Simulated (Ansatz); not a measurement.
Convergence notes, G0W0 on CsCl (Pm-3m)

CsCl (Pm-3m) from a database structure, relaxed with r2SCAN; one-shot G0W0 in Ansatz without spin-orbit coupling. No spin polarisation and no zero-point or thermal motion.

```
CELL_PARAMETERS angstrom
4.13683 0.00000 0.00000
0.00000 4.13683 0.00000
0.00000 0.00000 4.13683
ATOMIC_POSITIONS crystal
Cs 0.00000 0.00000 0.00000
Cl 0.50000 0.50000 0.50000
```

Gaps are read over the mesh points alone. G0W0 here is at a finite number of bands, screening cutoff and k mesh, not at the basis limit.
```csv
start,potentials,frequency model,mesh,empty bands,screening cutoff (eV),Kohn-Sham gap (eV),G0W0 gap (eV)
PBE,PAW,contour deformation,4×4×4,211,120,5.23,7.55
PBE,PAW,contour deformation,4×4×4,524,220,5.23,7.69
PBE,PAW,contour deformation,4×4×4,963,300,5.23,7.74
HSE06,PAW,contour deformation,4×4×4,524,220,6.54,8.30
r2SCAN,PAW,contour deformation,4×4×4,524,220,5.91,8.34
PBE0,PAW,contour deformation,4×4×4,524,220,7.26,8.52
PBE,PAW,Godby-Needs pole,4×4×4,524,220,5.23,7.64
PBE,PAW,contour deformation,6×6×6,115,80,5.23,7.43
PBE,norm-conserving,contour deformation,4×4×4,524,220,5.22,7.70
```

G0W0 moves the gap on the mesh from 5.23 eV (PBE) to 7.74 eV (direct at Γ). Renormalisation factors Z lie between 0.78 and 0.86.

Raising bands and cutoff together moves the gap by +0.14 eV (120 to 220 eV), then +0.05 eV (220 to 300 eV); the last step is still large, so the basis limit isn't reached. Starting from HSE06 (6.54 eV against PBE's 5.23 eV) gives 8.30 eV, +0.61 eV from G0W0@PBE at the same screening cutoff. Starting from r2SCAN (5.91 eV against PBE's 5.23 eV) gives 8.34 eV, +0.65 eV from G0W0@PBE at the same screening cutoff. Starting from PBE0 (7.26 eV against PBE's 5.23 eV) gives 8.52 eV, +0.83 eV from G0W0@PBE at the same screening cutoff. The Godby-Needs plasmon pole differs from contour deformation by -0.05 eV. Norm-conserving potentials (wave cutoff 789 eV against 420 eV) shift the quasiparticle gap by +0.01 eV and the PBE gap by -0.01 eV. r2SCAN runs take a wave cutoff of 500 eV.
